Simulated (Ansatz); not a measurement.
# GaN (P6_3mc) in Ansatz: band structure with PBE0

Aim: the band structure of GaN with PBE0.

Everything below comes from runs of Ansatz 0.2.0. Logs are shortened: lines on timing, memory, paths and dates and some standing lists are left out, and cuts for length are marked.

**The experiment to reproduce.**

From “Studying electronic properties in GaN without electrical contacts using γ-γ vs e−-γ Perturbed Angular Correlations”, 2019, pmc:6823545, for a bulk crystal of GaN: band gap 3.503 ± 0.005 eV (direct).

The results are compared with them further down.

### Step 1. The structure

Symmetry: P6_3mc, No. 186, hexagonal system. The conventional cell has a = 3.180 Å, b = 3.180 Å, c = 5.166 Å, α = 90.00°, β = 90.00°, γ = 120.00°. Around Ga (site symmetry 3m) lie 4 N at 1.94 to 1.95 Å. N (site symmetry 3m) has 4 Ga at 1.94 to 1.95 Å as nearest neighbours.

### Step 2. Band structure, PBE0

File input.yaml:

```yaml
crystal:
  lattice:
    - [3.18, 0.0, 0.0]
    - [-1.59, 2.753960784, 0.0]
    - [0.0, 0.0, 5.166]
  atoms:
    - { symbol: Ga, position: [0.6666666667, 0.3333333333, 0.5] }
    - { symbol: Ga, position: [0.3333333333, 0.6666666667, 0.0] }
    - { symbol: "N", position: [0.6666666667, 0.3333333333, 0.875] }
    - { symbol: "N", position: [0.3333333333, 0.6666666667, 0.375] }
hamiltonian:
  xc: pbe0
  pseudopotentials: { kind: paw }
kpoints:
  mp_grid: { grid: [6, 6, 4] }
  band_path:
    path:
      - [[0.0, 0.0, 0.0], [0.5, 0.0, 0.0], [0.3333333333, 0.3333333333, 0.0], [0.0, 0.0, 0.0], [0.0, 0.0, 0.5], [0.5, 0.0, 0.5], [0.3333333333, 0.3333333333, 0.5], [0.0, 0.0, 0.5]]
      - [[0.5, 0.0, 0.5], [0.5, 0.0, 0.0]]
      - [[0.3333333333, 0.3333333333, 0.0], [0.3333333333, 0.3333333333, 0.5]]
    npoints: 4
scf:
  occupations: { method: fermi_dirac, width: 0.05 }
  n_extra_bands: 10
output:
  forces: true
  stress: true
  eigenvalues: true
  fatbands: false
```

Potentials or basis: Ansatz PAW.

Launch:

```
$ ansatz run input.yaml --threads 2 --pin off --max-ram 5632MiB --backend cpu --events-out ev --progress --plain --runs-dir out
```

The program printed:

```text
Warning: output.stress: scf.convergence.dr2_threshold = 1e-7 eV (the SCF's general default) is looser than the 4e-10 eV advised for a printed stress (1e-10 eV for each atom of the cell: 4). What an SCF threshold leaves in a stress goes as its square root, and in the free energy as the threshold itself, and one threshold admits the most on a small cell: of the crystals measured, under no hybrid functional and no lock of the moments, on runs that ended without the residual-converged pass, on stresses that held no estimate of that error, the worst erred by over 100 MPa in a component at 1e-7 eV an atom and by under 5 at 1e-10. Set scf.convergence.dr2_threshold to 4e-10 eV or tighter. The threshold is an SCF's pass mark: one that does not reach it within its budget of iterations ends unconverged, or closes short of it on a stop that the run arms, and scf.convergence.dr2_threshold's page says what that costs each kind of run
Warning: output.stress: scf.exx.energy_threshold = 1e-6 eV is looser than the 4e-8 eV advised for a stress under a hybrid functional (1e-8 eV for each atom of the cell: 4). Every SCF of the exchange loop can meet its threshold on dr2 while the loop round them stops early: no threshold on dr2 bounds what that leaves in the stress. Set scf.exx.energy_threshold to 4e-8 eV or tighter. The threshold is the loop's pass mark: a loop that does not reach it within its budget of cycles ends unconverged, and scf.exx.energy_threshold's page has the law
Warning: RAYON_NUM_THREADS=2 ignored (pool sized by the plan → 2); use --threads N
scf.n_extra_bands = 10 over 18 filled bands (N_el = 36.0): the run solves 28 bands
Engine: ansatz 0.2.0, x86_64-unknown-linux-gnu
Pseudopotentials: kind: paw
Pseudopotential: Ga, paw, valence charge 13, recommended cutoff 420 eV (normal), Ga.paw.azcp
Pseudopotential: N, paw, valence charge 5, recommended cutoff 420 eV (normal), N.paw.azcp
Functional definition: PBE0
  parameter a = 0.25
  parameter kappa = 0.804
  parameter beta = 0.06672455060314922
  exchange = (1 - a)*pbe_x(kappa = kappa, mu = beta*pi^2/3) + a*exact_x
  correlation = pbe_c(beta = beta)
Crystal: 4 atoms, lattice volume = 45.242 Å³
Basis set: ecut = 420 eV, 881 PW (Γ), exchange–correlation on 48×48×72 points (8 copies of the dense FFT grid, shifted against one another)
Bands: 28, of which v1, the nominal top of the filled ones, is band 18 counted from 1 (17 counted from 0)
Symmetry: 12 space group operations
Space group: P63mc (ITA 186), of the structure as read, at distance tolerance 3.6e-5 Å
k-points: 21 of 144 (time reversal used)
Non-local potential: Ga, projectors of the file, l = 0: 2, l = 1: 2, l = 2: 3, l = 3: 1
Non-local potential: N, projectors of the file, l = 0: 2, l = 1: 2, l = 2: 1
PAW form: soft (Blöchl's): semilocal exchange-correlation on the pseudo side does not see the compensation charge
PAW frozen core: Ga, regenerated for the run's functional, and the local potential with it (the file was generated under x = pbe(κ = 0.804, μ = 0.2195149727645171), c = pbe(β = 0.06672455060314922))
PAW frozen core: N, regenerated for the run's functional, and the local potential with it (the file was generated under x = pbe(κ = 0.804, μ = 0.2195149727645171), c = pbe(β = 0.06672455060314922))
PAW one-centre angular grid: Ga, 590 points (default); XC on 64 Gauss nodes
PAW one-centre angular grid: N, 110 points (default); XC on 64 Gauss nodes
Initial density: superposition of atomic densities (neutral atoms: chi_scale 0, normalization atom), corrected by the library's trained network
Initial wavefunctions: pseudopotential atomic-orbital guess
Functional: x = pbe(κ = 0.804, μ = 0.2195149727645171), c = pbe(β = 0.06672455060314922), warm-up for x = 0.75 pbe(κ = 0.804, μ = 0.2195149727645171) + 0.25 exact, c = pbe(β = 0.06672455060314922)
SCF iter   1: F=—  HF=-8335.797771 eV  |F-HF|=—  |Δ(HF+E_count)|=         —  Δρ=9.22e-4  dr2=2.30e-4  ethr=1.77e-3  ⟨swp⟩=2.0  Hψ=3820  notcnv=0
preconditioner: auto → none  [insulator: Δε(μ)=1.958 eV  Ē_g=20.123 eV  σ=0.050 eV  W_gap=1.00  n_scr=22 (ndim 8)  ℏωp=33.1 eV  f_vac=0.008  D(μ)=0.00/eV (n_scr^D=0)]
SCF iter   2: F=-8335.798090 eV  HF=-8335.797995 eV  |F-HF|=9.53e-5  |Δ(HF+E_count)|=   2.24e-4  Δρ=4.18e-4  dr2=3.46e-5  ethr=6.38e-7  ⟨swp⟩=3.6  Hψ=1425  notcnv=0  defer=1
SCF 1 stopped early in 2 iterations: F = -8335.798090 eV  dr2 = 3.46e-5
Initial density: handed on by an earlier stage of this run
Initial wavefunctions: those handed on with the density
Functional: x = 0.75 pbe(κ = 0.804, μ = 0.2195149727645171) + 0.25 exact, c = pbe(β = 0.06672455060314922)
Frozen-core exchange: fock
SCF iter   1: F=—  HF=-8337.031008 eV  |F-HF|=—  |Δ(HF+E_count)|=         —  Δρ=1.66e-2  dr2=4.93e-2  ethr=9.61e-7  ⟨swp⟩=5.6  Hψ=2913  notcnv=0
preconditioner: auto → none  [insulator: Δε(μ)=3.850 eV  Ē_g=24.154 eV  σ=0.050 eV  W_gap=1.00  n_scr=22 (ndim 8)  ℏωp=33.1 eV  f_vac=0.008  D(μ)=0.00/eV (n_scr^D=0)]
SCF iter   2: F=—  HF=-8337.008377 eV  |F-HF|=—  |Δ(HF+E_count)|=   2.26e-2  Δρ=4.20e-3  dr2=6.19e-3  ethr=9.61e-7  ⟨swp⟩=4.0  Hψ=1933  notcnv=0
SCF iter   3: F=—  HF=-8337.027748 eV  |F-HF|=—  |Δ(HF+E_count)|=   1.94e-2  Δρ=4.37e-3  dr2=3.31e-3  ethr=9.61e-7  ⟨swp⟩=4.0  Hψ=1936  notcnv=0
SCF iter   4: F=—  HF=-8337.027246 eV  |F-HF|=—  |Δ(HF+E_count)|=   5.01e-4  Δρ=1.45e-3  dr2=3.60e-4  ethr=9.61e-7  ⟨swp⟩=3.0  Hψ=1332  notcnv=0
SCF iter   5: F=—  HF=-8337.027656 eV  |F-HF|=—  |Δ(HF+E_count)|=   4.10e-4  Δρ=5.43e-4  dr2=9.13e-5  ethr=8.75e-7  ⟨swp⟩=2.1  Hψ=969  notcnv=0
SCF iter   6: F=—  HF=-8337.027632 eV  |F-HF|=—  |Δ(HF+E_count)|=   2.47e-5  Δρ=1.49e-4  dr2=1.25e-5  ethr=2.34e-7  ⟨swp⟩=3.0  Hψ=1345  notcnv=0
iter 7 solved again at ethr=4.92e-10 eV; its pass at ethr=3.13e-8 eV (dr2=1.77e-7 eV) is discarded
SCF iter   7: F=-8337.027628 eV  HF=-8337.027628 eV  |F-HF|=7.49e-8  |Δ(HF+E_count)|=   3.74e-6  Δρ=2.52e-5  dr2=1.36e-6  ethr=4.92e-10  ⟨swp⟩=4.8  Hψ=2671  notcnv=0  defer=7
SCF 2 stopped early in 7 iterations: F = -8337.027628 eV  dr2 = 1.36e-6
  Residual-converged pass: ⟨swp⟩=3.0  Hψ=1153  notcnv=0  max |occ|·‖R‖ = 6.0e-6 eV (tolerance 6.7e-6 eV)  dr2=1.36e-6  dr2_onsite=1.84e-7  max |Δocc| = 1.5e-25
hybrid outer 1: dexx = +2.202e-2 eV, tail = 6.08e-5 eV
Frozen-core exchange: fock
SCF iter   1: F=—  HF=-8337.027139 eV  |F-HF|=—  |Δ(HF+E_count)|=         —  Δρ=4.29e-5  dr2=7.03e-7  ethr=8.44e-7  ⟨swp⟩=3.1  Hψ=1363  notcnv=0
preconditioner: auto → none  [insulator: Δε(μ)=3.926 eV  Ē_g=23.998 eV  σ=0.050 eV  W_gap=1.00  n_scr=22 (ndim 8)  ℏωp=33.1 eV  f_vac=0.011  D(μ)=0.00/eV (n_scr^D=0)]
SCF iter   2: F=—  HF=-8337.027141 eV  |F-HF|=—  |Δ(HF+E_count)|=   1.72e-6  Δρ=1.22e-5  dr2=4.61e-8  ethr=1.46e-9  ⟨swp⟩=4.0  Hψ=1730  notcnv=0
SCF iter   3: F=—  HF=-8337.027141 eV  |F-HF|=—  |Δ(HF+E_count)|=   1.76e-8  Δρ=4.92e-6  dr2=5.33e-9  ethr=1.21e-10  ⟨swp⟩=3.4  Hψ=1483  notcnv=0  defer=1
SCF iter   4: F=—  HF=-8337.027141 eV  |F-HF|=—  |Δ(HF+E_count)|=   6.16e-9  Δρ=2.70e-6  dr2=1.31e-9  ethr=1.23e-11  ⟨swp⟩=3.0  Hψ=1137  notcnv=0
SCF iter   5: F=-8337.027141 eV  HF=-8337.027141 eV  |F-HF|=7.19e-10  |Δ(HF+E_count)|=   5.94e-9  Δρ=1.30e-6  dr2=6.95e-10  ethr=2.26e-12  ⟨swp⟩=3.2  Hψ=1359  notcnv=0  defer=1
SCF 3 converged in 5 iterations: F = -8337.027141 eV  dr2 = 6.95e-10
  Residual-converged pass: ⟨swp⟩=2.1  Hψ=966  notcnv=0  max |occ|·‖R‖ = 5.9e-7 eV (tolerance 6.3e-7 eV)  dr2=6.99e-10  dr2_onsite=7.33e-10  max |Δocc| = 9.8e-27
hybrid outer 2: dexx = +7.651e-7 eV, tail = 3.37e-8 eV, Δε = 2.70e-3 eV (about 7.96e-5 eV left of the loop's levels), ΔF = 3.43e-4 eV/Å (tail 1.43e-4)
NSCF: frozen V_eff on 39 k-points
hybrid SCF converged: 2 outer / 12 inner (+2 warm-up), last move |dexx| = 7.65e-7 eV, tail = 3.37e-8 eV
Stability not checked: this state was not tested for a lower state beside it, because the functional holds exact exchange (a hybrid, or Hartree-Fock), whose exchange loop this test does not read (fock_operator; see scf.lower_state_search)
Free energy (F): -8337.027141 eV
Frozen-core exchange: fock
Harris-Foulkes:  -8337.027141 eV  (|F-HF|=7.19e-10)
Internal energy: -8337.027141 eV  (E = F + TS)
E sigma→0 (E₀):  -8337.027141 eV
Fermi energy:    10.630351 eV
--- Per-component energies (eV) ---
  E_band       = -102.422558
  E_kinetic    = 494.491914
  E_local      = -3896.196791  (includes V_loc(G=0)·N_el)
  E_nonlocal   = 950.524243
  E_hartree    = 1801.488480
  E_xc         = -198.567405
  E_vxc        = -207.093088  (∫ρ·V_xc dr)
  E_exx        = -139.075144  (= α·E_x^exact, valence–valence)
  E_paw        = -4165.945586  (= ΣΔE_a)
  E_vpaw       = -768.975747  (= ΣTr[D̂ρ^β])
  E_aug_tail   = 0.000049  (compensation charges beyond the density's cutoff)
  E_ewald      = -3183.826728
  E_core_change = 0.079827  (= ΣΔE_core)
  E_smearing   = -0.000000  (= −TS)
  E_closure    = -0.000000  (closes the sum)
  Σ components = -8337.027141   (vs F -8337.027141, Δ=0.00e0)
--- Forces (eV/Å), atoms counted from 1 ---
  atom   1  Ga    -0.00000000    -0.00000000    -0.15671229
  atom   2  Ga     0.00000000     0.00000000    -0.15671229
  atom   3  N      0.00000000    -0.00000000     0.15669888
  atom   4  N      0.00000000     0.00000000     0.15669888
  max |Σ_I F_I| component: 2.68e-5 eV/Å
--- Stress (GPa, compression-positive) ---
        0.326765       0.000000      -0.000000
       -0.000000       0.326765       0.000000
       -0.000000       0.000000       1.993591
  P = ⅓ Tr σ = 0.8824 GPa (8.824 kbar)
--- Band table (eV; the first three rows and the last of 21) ---
  k-point 0: bands = ["-8.9807", "-8.3719", "-7.0953", "-7.0740", "-7.0740", "-7.0117", "-7.0117", "-6.8184", "-6.8184", "-6.7263", "-6.7263", "-5.0175", "0.9322", "7.4856", "7.4856", "8.5900", "8.6445", "8.6445", "12.5708", "15.1089", "20.4239", "20.9039", "20.9039", "21.8929", "22.9049", "22.9049", "25.5163", "26.6135"]
  k-point 1: bands = ["-8.8185", "-8.3914", "-7.0698", "-7.0698", "-7.0255", "-7.0255", "-7.0036", "-6.8005", "-6.8005", "-6.7357", "-6.7357", "-5.6373", "2.0581", "7.0431", "7.6460", "7.6460", "8.4645", "8.4645", "13.7858", "15.2231", "19.9718", "20.6331", "20.9810", "20.9810", "22.3156", "22.3156", "26.1387", "27.5066"]
  k-point 2: bands = ["-8.5247", "-8.5247", "-7.0521", "-7.0521", "-7.0521", "-7.0521", "-6.7640", "-6.7640", "-6.7640", "-6.7640", "-6.5582", "-6.5582", "4.4527", "4.4527", "8.0464", "8.0464", "8.0464", "8.0464", "15.0822", "15.0822", "19.5472", "19.5472", "21.4338", "21.4338", "21.4338", "21.4338", "27.3897", "27.3897"]
  k-point 20: bands = ["-8.2570", "-8.2570", "-6.9544", "-6.9544", "-6.9401", "-6.9401", "-6.8031", "-6.8031", "-6.7811", "-6.7811", "-4.5129", "-4.5129", "1.9770", "1.9770", "4.0556", "4.0556", "7.0182", "7.0182", "17.3523", "17.3523", "18.1129", "18.1129", "20.3832", "20.3832", "24.9556", "24.9556", "25.6723", "25.6723"]
```

Run time: 6.1 min. Hardware: 2 threads of AMD EPYC 7R43 (Zen 3), shared host; peak memory 1.3 GiB.

What came out:

- Free energy: -8337.0271 eV
- Pressure: 0.9 GPa
- Largest force: 0.157 eV/Å
- Band gap on the k mesh: 3.93 eV, direct
- Band gap along the path: 3.93 eV, direct

Forces in eV/Å, atoms in the order of the input:
```
Ga   0.000  0.000 -0.157
Ga   0.000  0.000 -0.157
N    0.000  0.000  0.157
N    0.000  0.000  0.157
```

Levels at the corners of the path, in eV from the valence-band top:
```
point  band 14  band 15  band 16  band 17  band 18  band 19  band 20  band 21  band 22  band 23
    Γ    -1.16    -1.16    -0.05     0.00     0.00     3.93     6.46    11.78    12.26    12.26
    M    -5.71    -4.62    -3.01    -2.44    -1.08     7.10     7.76     8.21    11.30    12.69
    K    -5.73    -5.73    -3.30    -3.30    -2.97     7.02    10.45    10.45    10.72    12.35
    Γ    -1.16    -1.16    -0.05     0.00     0.00     3.93     6.46    11.78    12.26    12.26
    A    -4.19    -0.60    -0.60    -0.60    -0.60     6.44     6.44    10.90    10.90    12.79
    L    -7.18    -2.13    -2.13    -2.08    -2.08     6.43     6.43    10.16    10.16    12.55
    H    -6.67    -4.59    -4.59    -1.63    -1.63     8.71     8.71     9.47     9.47    11.74
    A    -4.19    -0.60    -0.60    -0.60    -0.60     6.44     6.44    10.90    10.90    12.79
    L    -7.18    -2.13    -2.13    -2.08    -2.08     6.43     6.43    10.16    10.16    12.55
    M    -5.71    -4.62    -3.01    -2.44    -1.08     7.10     7.76     8.21    11.30    12.69
    K    -5.73    -5.73    -3.30    -3.30    -2.97     7.02    10.45    10.45    10.72    12.35
    H    -6.67    -4.59    -4.59    -1.63    -1.63     8.71     8.71     9.47     9.47    11.74
```

Caveat: the pressure holds a Pulay correction of +0.5 GPa for the finite cutoff; the PAW data sets come from PBE, with cores solved anew for the run's functional, which leaves a small shift of forces and pressure; the thresholds are loose for stress.

### Step 3. Comparison with measurements

Step 2. Measured gap of GaN: 3.503 eV (direct; quoted in “Studying electronic properties in GaN without electrical contacts using γ-γ vs e−-γ Perturbed Angular Correlations”, 2019, pmc:6823545). This calculation gives 3.93 eV (+0.42 eV). Spin-orbit coupling on Ga is left out. The value is that of PBE0, without temperature or zero-point motion.
